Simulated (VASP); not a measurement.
# Eu (Im-3m) in VASP: notebook

Runs on Eu. Level: LDA. Tasks: single point.

All numbers are computed with VASP 6.6.1; they aren't measurements. Logs are shortened: lines on timing, memory, paths and dates and some standing lists are left out, and cuts for length are marked.

## 1. Starting point

The structure is cubic, space group Im-3m (No. 229). The conventional cell has a = 4.105 Å, b = 4.105 Å, c = 4.105 Å, α = 90.00°, β = 90.00°, γ = 90.00°. Eu (site symmetry m-3m) has 8 Eu at 3.55 Å as nearest neighbours.

## 2. Single point, LDA, collinear spin, typed start

The input, INCAR:

```
SYSTEM = Eu
ALGO = Fast
EDIFF = 1E-7
ENCUT = 520
GGA = CA
ISIF = 2
ISMEAR = -1
ISPIN = 2
LASPH = .True.
LCHARG = .False.
LMAXMIX = 6
LORBIT = 11
LREAL = .False.
LWAVE = .False.
MAGMOM = 7
NBANDS = 18
NELM = 150
PREC = Accurate
SIGMA = 0.05
```

The input, KPOINTS:

```
k-points
0
Gamma
  16 16 16
  0 0 0
```

The input, POSCAR:

```
Eu
1.0
   -2.0524795239      2.0524795239      2.0524795239
    2.0524795239     -2.0524795239      2.0524795239
    2.0524795239      2.0524795239     -2.0524795239
Eu
1
Direct
    0.0000000000      0.0000000000      0.0000000000
```

Potentials or basis: VASP PAW PBE potentials, release 64 (Eu).

Run with:

```sh
> cat potpaw_PBE.64/Eu/POTCAR > POTCAR
> mpirun -np 1 vasp_std > vasp.out
```

OUTCAR:

```text
SYSTEM = Eu
   EDIFF = 1E-7
   ENCUT = 520
   GGA = CA
   ISIF = 2
   ISMEAR = -1
   ISPIN = 2
   LASPH = .True.
   LORBIT = 11
   LREAL = .False.
   NELM = 150
   PREC = Accurate

 ion  position               nearest neighbor table
   1  0.000  0.000  0.000-

  LATTYP: Found a body centered cubic cell.
 ALAT       =     4.1049590478

  Lattice vectors:

 A1 = (  -2.0524795239,   2.0524795239,   2.0524795239)
 A2 = (   2.0524795239,  -2.0524795239,   2.0524795239)
 A3 = (   2.0524795239,   2.0524795239,  -2.0524795239)

Analysis of symmetry for initial positions (statically):
=====================================================================
 Subroutine PRICEL returns:
 Original cell was already a primitive cell.

 Routine SETGRP: Setting up the symmetry group for a
 body centered cubic supercell.

 Subroutine GETGRP returns: Found 48 space group operations
 (whereof 48 operations were pure point group operations)
 out of a pool of 48 trial point group operations.

The static configuration has the point symmetry O_h .

Analysis of symmetry for dynamics (positions and initial velocities):
=====================================================================
 Subroutine PRICEL returns:
 Original cell was already a primitive cell.

 Routine SETGRP: Setting up the symmetry group for a
 body centered cubic supercell.

 Subroutine GETGRP returns: Found 48 space group operations
 (whereof 48 operations were pure point group operations)
 out of a pool of 48 trial point group operations.

The dynamic configuration has the point symmetry O_h .

Analysis of structural, dynamic, and magnetic symmetry:
=====================================================================
 Subroutine PRICEL returns:
 Original cell was already a primitive cell.

 Routine SETGRP: Setting up the symmetry group for a
 body centered cubic supercell.

 Subroutine GETGRP returns: Found 48 space group operations
 (whereof 48 operations were pure point group operations)
 out of a pool of 48 trial point group operations.

The overall configuration has the point symmetry O_h .

 Subroutine INISYM returns: Found 48 space group operations
 (whereof 48 operations are pure point group operations),
 and found     1 'primitive' translations

----------------------------------------------------------------------------------------

                                     Primitive cell

  volume of cell :      34.5857

  direct lattice vectors                    reciprocal lattice vectors
    -2.052479524  2.052479524  2.052479524     0.000000000  0.243607790  0.243607790
     2.052479524 -2.052479524  2.052479524     0.243607790  0.000000000  0.243607790
     2.052479524  2.052479524 -2.052479524     0.243607790  0.243607790  0.000000000

  length of vectors
     3.554998817  3.554998817  3.554998817     0.344513440  0.344513440  0.344513440

  position of ions in fractional coordinates (direct lattice)
     0.000000000  0.000000000  0.000000000

  ion indices of the primitive-cell ions
   primitive index   ion index
                 1           1

----------------------------------------------------------------------------------------

 KPOINTS: k-points

Automatic generation of k-mesh.
 Grid dimensions read from file:
 generate k-points for:   16   16   16

 Generating k-lattice:

  Cartesian coordinates                     Fractional coordinates (reciprocal lattice)
     0.000000000  0.015225487  0.015225487     0.062500000  0.000000000  0.000000000
     0.015225487  0.000000000  0.015225487     0.000000000  0.062500000  0.000000000
     0.015225487  0.015225487  0.000000000     0.000000000  0.000000000  0.062500000

  Length of vectors
     0.021532090  0.021532090  0.021532090

  Shift w.r.t. Gamma in fractional coordinates (k-lattice)
     0.000000000  0.000000000  0.000000000

 Subroutine IBZKPT returns following result:
 ===========================================

 Found    145 irreducible k-points:

 Following reciprocal coordinates:
            Coordinates               Weight
  0.000000  0.000000  0.000000      1.000000
  0.062500  0.000000  0.000000     12.000000
  0.125000  0.000000  0.000000     12.000000
  0.187500  0.000000  0.000000     12.000000
  0.250000  0.000000  0.000000     12.000000
  0.312500  0.000000  0.000000     12.000000
[... 16 lines left out ...]
  0.187500  0.187500  0.000000     24.000000
  0.250000  0.187500  0.000000     48.000000
 [... further k-points ...]
   k-points           NKPTS =    145   k-points in BZ     NKDIM =    145   number of bands    NBANDS=     18
   number of dos      NEDOS =    301   number of ions     NIONS =      1
   total plane-waves  NPLWV =  21952
   dimension x,y,z NGX =    28 NGY =   28 NGZ =   28
   dimension x,y,z NGXF=    56 NGYF=   56 NGZF=   56
   ions per type =               1
   NGX,Y,Z   is equivalent  to a cutoff of  13.09, 13.09, 13.09 a.u.
   NGXF,Y,Z  is equivalent  to a cutoff of  26.19, 26.19, 26.19 a.u.
 SYSTEM =  Eu
   PREC   = accura    normal or accurate (medium, high low for compatibility)
   ISTART =      0    job   : 0-new  1-cont  2-samecut
   ICHARG =      2    charge: 1-file 2-atom 10-const
   ISPIN  =      2    spin polarized calculation?
   LNONCOLLINEAR =      F non collinear calculations
   LSORBIT =      F    spin-orbit coupling
   LASPH  =      T    aspherical Exc in radial PAW
   ENCUT  =  520.0 eV  38.22 Ry    6.18 a.u.   6.61  6.61  6.61*2*pi/ulx,y,z
   NELM   =    150;   NELMIN=  2; NELMDL= -5     # of ELM steps
   EDIFF  = 0.1E-06   stopping-criterion for ELM
   LREAL  =      F    real-space projection
   EDIFFG = 0.1E-05   stopping-criterion for IOM
   NSW    =      0    number of steps for IOM
   IBRION =     -1    ionic relax: 0-MD 1-quasi-New 2-CG
   NFREE  =      0    steps in history (QN), initial steepest desc. (CG)
   ISIF   =      2    stress and relaxation
   ISYM   =      2    0-nonsym 1-usesym 2-fastsym
   POTIM  = 0.5000    time-step for ionic-motion
   TEBEG  =    0.0;   TEEND  =   0.0 temperature during run
   PSTRESS=    0.0 pullay stress
   NELECT =      17.0000    total number of electrons
   NUPDOWN=      -1.0000    fix difference up-down
   EMIN   =  10.00;   EMAX   =-10.00  energy-range for DOS
   EFERMI =   0.00;   METHOD = LEGACY
   ISMEAR =    -1;   SIGMA  =   0.05  broadening in eV -4-tet -1-fermi 0-gaus
   EFERMI_NEDOS =   21; number of points for ismear=-14 and -15
   IALGO  =     68    algorithm
   IMIX   =      4    mixing-type and parameters
     AMIX     =   0.40;   BMIX     =  1.00
     AMIX_MAG =   1.60;   BMIX_MAG =  1.00
  volume/ion in A,a.u.               =      34.59       233.40
  Fermi-wavevector in a.u.,A,eV,Ry     =   1.291989  2.441506 22.711345  1.669237
  Thomas-Fermi vector in A             =   2.423725
   LORBIT       =     11    0 simple, 1 ext, 2 COOP (PROOUT), +10 PAW based schemes
   GGA     = CA    functional components
   LHFCALC =     F    Hartree Fock is set to
   AEXX    =    0.0000 exact exchange contribution
   IVDW    =     0    specifies the selected vdW correction
   LEPSILON=     F    determine dielectric tensor
   LRPA    =     F    only Hartree local field effects (RPA)
 spin polarized calculation
 RMM-DIIS sequential band-by-band and
  energy-cutoff  :      520.00
  volume of cell :       34.59
 maximum number of plane-waves:       959
   NGX = 13   NGY = 13   NGZ = 13

 number of electron      17.0000002 magnetization       7.1312196

 Free energy of the ion-electron system (eV)
  ---------------------------------------------------
  ext. energy  EPLUGINS =         0.00000000
  ---------------------------------------------------
  free energy    TOTEN  =       -11.41266813 eV

  energy without entropy =      -11.40170667  energy(sigma->0) =      -11.40718740

 E-fermi :   2.5692     XC(G=0):  -9.9552

 val. band max:        2.5678574133   @ k =  -0.4375  -0.4375   0.1875
 cond. band min:       2.5748016769   @ k =  -0.3750   0.5000   0.2500
 fundamental gap:      0.0069442636
 Fermi energy:         2.5692208738

 spin component 1

 k-point     1 :       0.0000    0.0000    0.0000
  band No.  band energies     occupation
      1     -38.6493      1.00000
      2     -17.1403      1.00000
      3     -17.1403      1.00000
      4     -17.1403      1.00000
      5      -1.9183      1.00000
      6       1.9982      0.99999
[... 10 lines left out ...]
     17       6.6679      0.00000
     18      13.1865      0.00000

 k-point     2 :       0.0625    0.0000    0.0000
  band No.  band energies     occupation
      1     -38.6461      1.00000
      2     -17.1752      1.00000
      3     -17.1508      1.00000
      4     -17.1406      1.00000
      5      -1.8035      1.00000
      6       1.9956      0.99999
[... 10 lines left out ...]
     17       6.6740      0.00000
     18      13.3724      0.00000

 k-point     3 :       0.1250    0.0000    0.0000
  band No.  band energies     occupation
      1     -38.6370      1.00000
      2     -17.2729      1.00000
      3     -17.1804      1.00000
      4     -17.1413      1.00000
      5      -1.4738      1.00000
      6       1.9886      0.99999
[... 10 lines left out ...]
     17       6.6975      0.00000
     18      13.6320      0.00000

 k-point     4 :       0.1875    0.0000    0.0000
  band No.  band energies     occupation
      1     -38.6233      1.00000
      2     -17.4152      1.00000
      3     -17.2243      1.00000
      4     -17.1425      1.00000
      5      -0.9746      1.00000
      6       1.9810      0.99999
[... 375 lines left out ...]
      4     -17.1917      1.00000
      5       0.9546      1.00000
      6       2.0028      0.99999
[... 10 lines left out ...]
     17       9.9240      0.00000
     18      11.7974      0.00000

 k-point    23 :       0.1875    0.1875    0.0000
  band No.  band energies     occupation
      1     -38.5871      1.00000
      2     -17.7162      1.00000
      3     -17.3415      1.00000
      4     -17.2018      1.00000
      5       0.4442      1.00000
      6       1.9561      1.00000
[... 10 lines left out ...]
     17       7.6423      0.00000
     18      12.7501      0.00000

 k-point    24 :       0.2500    0.1875    0.0000
  band No.  band energies     occupation
      1     -38.5744      1.00000
      2     -17.7987      1.00000
      3     -17.4113      1.00000
      4     -17.2130      1.00000
      5       0.9312      1.00000
      6       1.9656      0.99999
[... 10 lines left out ...]
     17       8.5840      0.00000
     18      12.0988      0.00000

 [... further k-points ...]

 spin component 2

 k-point     1 :       0.0000    0.0000    0.0000
  band No.  band energies     occupation
      1     -35.8569      1.00000
      2     -14.9619      1.00000
      3     -14.9619      1.00000
      4     -14.9619      1.00000
      5      -1.2363      1.00000
      6       5.4612      0.00000
[... 10 lines left out ...]
     17       7.6872      0.00000
     18      14.1550      0.00000

 k-point     2 :       0.0625    0.0000    0.0000
  band No.  band energies     occupation
      1     -35.8529      1.00000
      2     -15.0050      1.00000
      3     -14.9744      1.00000
      4     -14.9623      1.00000
      5      -1.1147      1.00000
      6       5.3157      0.00000
[... 10 lines left out ...]
     17       7.7263      0.00000
     18      14.2969      0.00000

 k-point     3 :       0.1250    0.0000    0.0000
  band No.  band energies     occupation
      1     -35.8417      1.00000
      2     -15.1252      1.00000
      3     -15.0097      1.00000
      4     -14.9635      1.00000
      5      -0.7672      1.00000
      6       5.0112      0.00000
[... 10 lines left out ...]
     17       7.8270      0.00000
     18      14.5494      0.00000

 k-point     4 :       0.1875    0.0000    0.0000
  band No.  band energies     occupation
      1     -35.8247      1.00000
      2     -15.2990      1.00000
      3     -15.0619      1.00000
      4     -14.9654      1.00000
      5      -0.2462      1.00000
      6       4.6417      0.00000
[... 375 lines left out ...]
      4     -15.0266      1.00000
      5       1.7011      1.00000
      6       3.6728      0.00000
[... 10 lines left out ...]
     17      11.6036      0.00000
     18      12.8335      0.00000

 k-point    23 :       0.1875    0.1875    0.0000
  band No.  band energies     occupation
      1     -35.7798      1.00000
      2     -15.6606      1.00000
      3     -15.2046      1.00000
      4     -15.0371      1.00000
      5       1.2222      1.00000
      6       3.7589      0.00000
[... 10 lines left out ...]
     17       9.0916      0.00000
     18      13.8084      0.00000

 k-point    24 :       0.2500    0.1875    0.0000
  band No.  band energies     occupation
      1     -35.7640      1.00000
      2     -15.7590      1.00000
      3     -15.2888      1.00000
      4     -15.0507      1.00000
      5       1.7271      1.00000
      6       3.5900      0.00000
[... 10 lines left out ...]
     17       9.8769      0.00000
     18      13.1775      0.00000

 [... further k-points ...]

------------------------ aborting loop because EDIFF is reached ----------------------------------------

  FORCE on cell =-STRESS in cart. coord.  units (eV):
  Direction    XX          YY          ZZ          XY          YZ          ZX
  --------------------------------------------------------------------------------------
  -------------------------------------------------------------------------------------
  Total       -0.0634066     -0.0634066     -0.0634066     -0.0000000     -0.0000000      0.0000000
  in kB       -2.9373030     -2.9373030     -2.9373030     -0.0000000     -0.0000000      0.0000000
  external PRESSURE =      -2.9373030 kB  Pullay stress =       0.0000000 kB

 VOLUME and BASIS-vectors are now :
 -----------------------------------------------------------------------------
  energy-cutoff  :      520.00
  volume of cell :       34.59
      direct lattice vectors                 reciprocal lattice vectors
    -2.052479524  2.052479524  2.052479524     0.000000000  0.243607790  0.243607790
     2.052479524 -2.052479524  2.052479524     0.243607790  0.000000000  0.243607790
     2.052479524  2.052479524 -2.052479524     0.243607790  0.243607790  0.000000000

 POSITION                                       TOTAL-FORCE (eV/Angst)
 -----------------------------------------------------------------------------------
      0.00000      0.00000      0.00000         0.000000      0.000000     -0.000000
 -----------------------------------------------------------------------------------
    total drift:                                0.000000     -0.000000     -0.000000

  FREE ENERGIE OF THE ION-ELECTRON SYSTEM (eV)
  ---------------------------------------------------
  free  energy   TOTEN  =       -11.4126681254 eV

  energy  without entropy=      -11.4017066674  energy(sigma->0) =      -11.40718740

 total charge

# of ion       s       p       d       f       tot
--------------------------------------------------
    1        2.094   5.639   0.403   6.584  14.720

 magnetization (x)

# of ion       s       p       d       f       tot
--------------------------------------------------
    1        0.002  -0.069   0.130   6.577   6.640
```

It took 4.9 min on 1 thread of Intel Xeon 6975P-C (Granite Rapids), shared host; peak memory 0.29 GiB.

What came out:

| Property | Result |
| --- | --- |
| Free energy | -11.4127 eV |
| Pressure | -0.3 GPa |
| Band gap on the k mesh | none (metal or under the smearing width) |
| Net moment | 7.13 μB per cell |
| Site moments | Eu +6.64 μB |
| Valence electrons inside the program's atomic spheres | Eu 14.72 |

Caveat: the PAW data sets were made with another functional, which shifts forces and pressure a little; spin-orbit coupling is left out, which moves the levels of the heavy elements.

## 3. Single point, LDA, collinear spin, typed start

The input, INCAR:

```
SYSTEM = Eu
PREC = Accurate
ENCUT = 520
EDIFF = 1E-6
ISMEAR = -1
SIGMA = 0.05
LREAL = .False.
LASPH = .True.
NELM = 150
ALGO = Fast
ISIF = 2
LWAVE = .False.
LCHARG = .False.
ISPIN = 2
MAGMOM = 7
LORBIT = 11
LMAXMIX = 6
GGA = CA
NBANDS = 18
```

The input, KPOINTS:

```
Automatic mesh
0
Gamma
  16 16 16
  0 0 0
```

POSCAR is that of step 2.

Potentials or basis: VASP PAW PBE potentials, release 64 (Eu).

Run with:

```sh
> cat potpaw_PBE.64/Eu/POTCAR > POTCAR
> mpirun -np 1 vasp_std > vasp.out
```

It took 3.9 min on 1 thread of Intel Xeon 6975P-C (Granite Rapids), shared host; peak memory 0.28 GiB.

The run converged. Its results:

```yaml
Free_energy: -11.4127 eV
Pressure: -0.3 GPa
Band_gap_on_the_k_mesh: none (metal or under the smearing width)
Net_moment: 7.13 μB per cell
Site_moments: Eu +6.64 μB
Valence_electrons_inside_the_program's_atomic_spheres: Eu 14.72
```

Levels at points of the mesh, in eV from the Fermi level:
Spin up:
| k point | band 10 | band 11 | band 12 | band 13 | band 14 | band 15 |
| --- | --- | --- | --- | --- | --- | --- |
| (0.00, 0.00, 0.00) | -0.31 | -0.31 | -0.25 | 1.93 | 1.93 | 1.93 |
| (0.50, 0.00, 0.00) | -0.34 | -0.32 | -0.28 | 0.26 | 1.76 | 4.05 |
| (0.50, 0.50, 0.50) | -0.47 | -0.27 | -0.27 | -0.27 | 6.29 | 6.30 |
Spin down:
| k point | band 1 | band 2 | band 3 | band 4 | band 5 | band 6 | band 7 | band 8 | band 9 | band 10 |
| --- | --- | --- | --- | --- | --- | --- | --- | --- | --- | --- |
| (0.00, 0.00, 0.00) | -38.43 | -17.53 | -17.53 | -17.53 | -3.81 | 2.89 | 2.89 | 2.89 | 3.50 | 3.50 |
| (0.50, 0.00, 0.00) | -38.32 | -18.54 | -17.85 | -17.54 | -1.22 | 1.10 | 2.34 | 3.47 | 3.81 | 3.91 |
| (0.50, 0.50, 0.50) | -38.25 | -18.22 | -18.22 | -18.22 | -0.80 | -0.80 | 3.68 | 3.68 | 3.68 | 3.68 |

Caveat: the PAW data sets were made with another functional, which shifts forces and pressure a little; spin-orbit coupling is left out, which moves the levels of the heavy elements. The state reached can hang on the start; a lower one may exist.
